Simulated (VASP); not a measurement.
# NaCl (I4/mmm) in VASP: a series of runs, part 2 of 2

VASP 6.6.1.

### 4 Band structure, HSE06

Contents of POSCAR:

```
NaCl                                    
1.0
    3.9514020999      0.0000000000      0.0000000000
    0.0000000000      3.9514020999      0.0000000000
    0.0000000000      0.0000000000      5.7581925569
  Na              Cl            
     2     2
Direct
     0.0000000000000000    0.0000000000000000    0.0000000000000000
     0.5000000000000000    0.5000000000000000    0.5000000000000000
     0.5000000000000000    0.5000000000000000    0.0000000000000000
     0.0000000000000000    0.0000000000000000    0.5000000000000000
```

Contents of INCAR.step1:

```
SYSTEM = NaCl
PREC = Accurate
ENCUT = 520
EDIFF = 1E-5
ISMEAR = 0
SIGMA = 0.02
LREAL = .False.
LASPH = .True.
NELM = 80
ALGO = Normal
ISIF = 2
LWAVE = .True.
LCHARG = .False.
GGA = PE
```

Contents of INCAR.step2:

```
SYSTEM = NaCl
PREC = Accurate
ENCUT = 520
EDIFF = 1E-7
ISMEAR = 0
SIGMA = 0.02
LREAL = .False.
LASPH = .True.
NELM = 80
ALGO = Normal
ISIF = 2
LWAVE = .False.
LCHARG = .False.
GGA = PE
LHFCALC = .True.
HFSCREEN = 0.2
PRECFOCK = Fast
ISTART = 1
```

Contents of KPOINTS:

```
Automatic mesh
0
Gamma
  5 5 4
  0 0 0
```

Contents of KPOINTS_OPT:

```
path GXMGZRAZ,XR,MA
10
line-mode
reciprocal
 0.0000000000  0.0000000000  0.0000000000  G
 0.0000000000  0.5000000000  0.0000000000  X

 0.0000000000  0.5000000000  0.0000000000  X
 0.5000000000  0.5000000000  0.0000000000  M

 0.5000000000  0.5000000000  0.0000000000  M
 0.0000000000  0.0000000000  0.0000000000  G

 0.0000000000  0.0000000000  0.0000000000  G
 0.0000000000  0.0000000000  0.5000000000  Z

 0.0000000000  0.0000000000  0.5000000000  Z
 0.0000000000  0.5000000000  0.5000000000  R

 0.0000000000  0.5000000000  0.5000000000  R
 0.5000000000  0.5000000000  0.5000000000  A

 0.5000000000  0.5000000000  0.5000000000  A
 0.0000000000  0.0000000000  0.5000000000  Z

 0.0000000000  0.5000000000  0.0000000000  X
 0.0000000000  0.5000000000  0.5000000000  R

 0.5000000000  0.5000000000  0.0000000000  M
 0.5000000000  0.5000000000  0.5000000000  A
```

Launch:

```sh
> cat potpaw_PBE.64/Na_pv/POTCAR potpaw_PBE.64/Cl/POTCAR > POTCAR
> cp INCAR.step1 INCAR
> mpirun -np 1 vasp_std > vasp.out
> cp INCAR.step2 INCAR
> mpirun -np 1 vasp_std > vasp.out
```

Run time: 35 min. Hardware: 1 thread of Intel Xeon 6975P-C (Granite Rapids), shared host; peak memory 0.37 GiB.

The run converged. Its results:

```yaml
Free_energy: -15.7846 eV
Pressure: 0.2 GPa
Band_gap_on_the_k_mesh: 6.47 eV
Band_gap_along_the_path: 6.47 eV
```

Stress tensor (GPa, compression positive):
```
 0.59  0.00  0.00
 0.00  0.59  0.00
 0.00  0.00 -0.56
```

Levels at the corners of the path, in eV from the valence-band top:
```csv
point,band 12,band 13,band 14,band 15,band 16,band 17
Γ,-0.02,-0.02,0.00,6.47,9.01,9.50
X,-0.84,-0.28,-0.28,9.67,9.67,11.02
X,-0.84,-0.28,-0.28,9.67,9.67,11.02
M,-0.73,-0.63,-0.63,8.99,8.99,9.38
M,-0.73,-0.63,-0.63,8.99,8.99,9.38
Γ,-0.02,-0.02,0.00,6.47,9.01,9.50
Γ,-0.02,-0.02,0.00,6.47,9.01,9.50
Z,-0.34,-0.34,-0.34,8.48,8.48,10.54
Z,-0.34,-0.34,-0.34,8.48,8.48,10.54
R,-0.32,-0.28,-0.28,8.63,8.63,12.27
R,-0.32,-0.28,-0.28,8.63,8.63,12.25
A,-1.31,-0.75,-0.75,10.28,10.28,11.12
A,-1.31,-0.75,-0.75,10.28,10.28,11.12
Z,-0.34,-0.34,-0.34,8.48,8.48,10.54
X,-0.84,-0.28,-0.28,9.67,9.67,11.02
R,-0.32,-0.28,-0.28,8.63,8.63,12.27
M,-0.73,-0.63,-0.63,8.99,8.99,9.38
A,-1.31,-0.75,-0.75,10.28,10.28,11.12
```

Caveat: the PAW data sets were made with another functional, which shifts forces and pressure a little.

### 5 Band structure, PBE0

POSCAR is that of step 4.

INCAR.step1 is that of step 4.

INCAR.step2, as its differences from that of step 4:

```diff
@@ -15,4 +15,5 @@
 LHFCALC = .True.
-HFSCREEN = 0.2
+AEXX = 0.25
 PRECFOCK = Fast
 ISTART = 1
+HFRCUT = -1
```

Contents of KPOINTS:

```
Automatic mesh
0
Gamma
  5 5 3
  0 0 0
```

KPOINTS_OPT is that of step 4.

Potentials or basis: VASP PAW PBE potentials, release 64 (Na_pv, Cl).

Launch:

```sh
> cat potpaw_PBE.64/Na_pv/POTCAR potpaw_PBE.64/Cl/POTCAR > POTCAR
> cp INCAR.step1 INCAR
> mpirun -np 1 vasp_std > vasp.out
> cp INCAR.step2 INCAR
> mpirun -np 1 vasp_std > vasp.out
```

OUTCAR:

```text
SYSTEM = NaCl
   PREC = Accurate
   ENCUT = 520
   EDIFF = 1E-7
   ISMEAR = 0
   LREAL = .False.
   LASPH = .True.
   NELM = 80
   ISIF = 2
   GGA = PE
   LHFCALC = .True.
   AEXX = 0.25
   PRECFOCK = Fast
   ISTART = 1

 ion  position               nearest neighbor table
   1  0.000  0.000  0.000-
   2  0.500  0.500  0.500-
   3  0.500  0.500  0.000-
   4  0.000  0.000  0.500-

  LATTYP: Found a simple tetragonal cell.
 ALAT       =     3.9514020999
[... 461 lines left out ...]

  FORCE on cell =-STRESS in cart. coord.  units (eV):
  Direction    XX          YY          ZZ          XY          YZ          ZX
  --------------------------------------------------------------------------------------
  -------------------------------------------------------------------------------------
  Total        0.2962199      0.2962199     -0.3500624      0.0000000      0.0000000     -0.0000000
  in kB        5.2788112      5.2788112     -6.2383162      0.0000000      0.0000000     -0.0000000
  external PRESSURE =       1.4397688 kB  Pullay stress =       0.0000000 kB

 VOLUME and BASIS-vectors are now :
 -----------------------------------------------------------------------------
  energy-cutoff  :      520.00
  volume of cell :       89.91
      direct lattice vectors                 reciprocal lattice vectors
     3.951402100  0.000000000  0.000000000     0.253074725  0.000000000  0.000000000
     0.000000000  3.951402100  0.000000000     0.000000000  0.253074725  0.000000000
     0.000000000  0.000000000  5.758192557     0.000000000  0.000000000  0.173665606

 POSITION                                       TOTAL-FORCE (eV/Angst)
 -----------------------------------------------------------------------------------
      0.00000      0.00000      0.00000         0.000000      0.000000     -0.000000
      1.97570      1.97570      2.87910         0.000000      0.000000      0.000000
      1.97570      1.97570      0.00000         0.000000      0.000000     -0.000000
      0.00000      0.00000      2.87910         0.000000      0.000000     -0.000000
 -----------------------------------------------------------------------------------
    total drift:                               -0.000000      0.000000     -0.000000

  FREE ENERGIE OF THE ION-ELECTRON SYSTEM (eV)
  ---------------------------------------------------
  free  energy   TOTEN  =       -16.7833056812 eV

  energy  without entropy=      -16.7833056812  energy(sigma->0) =      -16.78330568
```

OSZICAR.step1:

```text
N       E                     dE             d eps       ncg     rms          rms(c)
DAV:   1     0.265757533520E+03    0.26576E+03   -0.14242E+04   440   0.159E+03
DAV:   2     0.112105530244E+02   -0.25455E+03   -0.24825E+03   538   0.392E+02
DAV:   3    -0.132560855924E+02   -0.24467E+02   -0.24390E+02   472   0.127E+02
DAV:   4    -0.139286067239E+02   -0.67252E+00   -0.67207E+00   598   0.230E+01
DAV:   5    -0.139412861408E+02   -0.12679E-01   -0.12678E-01   528   0.306E+00    0.305E+00
DAV:   6    -0.135549690957E+02    0.38632E+00   -0.90155E-01   528   0.516E+00    0.235E+00
DAV:   7    -0.135309797612E+02    0.23989E-01   -0.19514E-01   594   0.247E+00    0.156E+00
DAV:   8    -0.135429274547E+02   -0.11948E-01   -0.21352E-02   484   0.128E+00    0.282E-01
DAV:   9    -0.135429118430E+02    0.15612E-04   -0.47042E-04   612   0.201E-01    0.117E-01
DAV:  10    -0.135433909990E+02   -0.47916E-03   -0.75808E-04   498   0.196E-01    0.294E-02
DAV:  11    -0.135433856032E+02    0.53958E-05   -0.27383E-05   462   0.382E-02
   1 F= -.13543386E+02 E0= -.13543386E+02  d E =-.585221E-34
```

It took 26 min on 1 thread of Intel Xeon 6975P-C (Granite Rapids), shared host; peak memory 0.25 GiB.

Results:

```
Free energy             : -16.7833 eV
Pressure                : 0.1 GPa
Band gap on the k mesh  : 7.18 eV
Band gap along the path : 7.18 eV
```

Stress tensor (GPa, compression positive):
```
 0.53  0.00  0.00
 0.00  0.53  0.00
 0.00  0.00 -0.62
```

Levels at the corners of the path, in eV from the valence-band top:
```csv
point,band 12,band 13,band 14,band 15,band 16,band 17
Γ,-0.02,-0.02,0.00,7.18,9.74,10.22
X,-0.85,-0.28,-0.28,10.39,10.39,11.74
X,-0.85,-0.28,-0.28,10.39,10.39,11.74
M,-0.74,-0.63,-0.63,9.73,9.73,10.10
M,-0.74,-0.63,-0.63,9.73,9.73,10.10
Γ,-0.02,-0.02,0.00,7.18,9.74,10.22
Γ,-0.02,-0.02,0.00,7.18,9.74,10.22
Z,-0.34,-0.34,-0.34,9.20,9.20,11.26
Z,-0.34,-0.34,-0.34,9.20,9.20,11.26
R,-0.32,-0.28,-0.28,9.34,9.34,12.97
R,-0.32,-0.28,-0.28,9.34,9.34,12.99
A,-1.33,-0.77,-0.77,11.02,11.02,11.85
A,-1.33,-0.77,-0.77,11.02,11.02,11.85
Z,-0.34,-0.34,-0.34,9.20,9.20,11.26
X,-0.85,-0.28,-0.28,10.39,10.39,11.74
R,-0.32,-0.28,-0.28,9.34,9.34,13.04
M,-0.74,-0.63,-0.63,9.73,9.73,10.10
A,-1.33,-0.77,-0.77,11.02,11.02,11.85
```

Caveat: the PAW data sets were made with another functional, which shifts forces and pressure a little.

### 6 Summary

```tsv
level	spin	k mesh	grid for exact exchange (PRECFOCK)	screening parameter	exchange at q = 0	gap on the mesh (eV)	pressure (GPa)
PBE	off	6 × 6 × 5	-	-	-	5.09	-
PBE	non-collinear, zero start, SOC	6 × 6 × 5	-	-	-	-	-
HSE06	off	5 × 5 × 4	Fast	0.2 1/A	-	6.47	0.2
PBE0	off	5 × 5 × 3	Fast	-	truncated	7.18	0.1
```

Alike in all rows: task band structure; potentials or basis VASP PAW PBE potentials, release 64 (Na_pv, Cl); cell as given; cutoff (eV) 520; smearing gaussian 0.02 eV.

On the cell as given the gap runs from 5.09 eV (PBE) to 7.18 eV (PBE0); the meshes differ, which moves gaps too.

Caveats: the PAW data sets were made with another functional, which shifts forces and pressure a little (some runs).

Absolute energies hang on the potentials; compare differences alone.
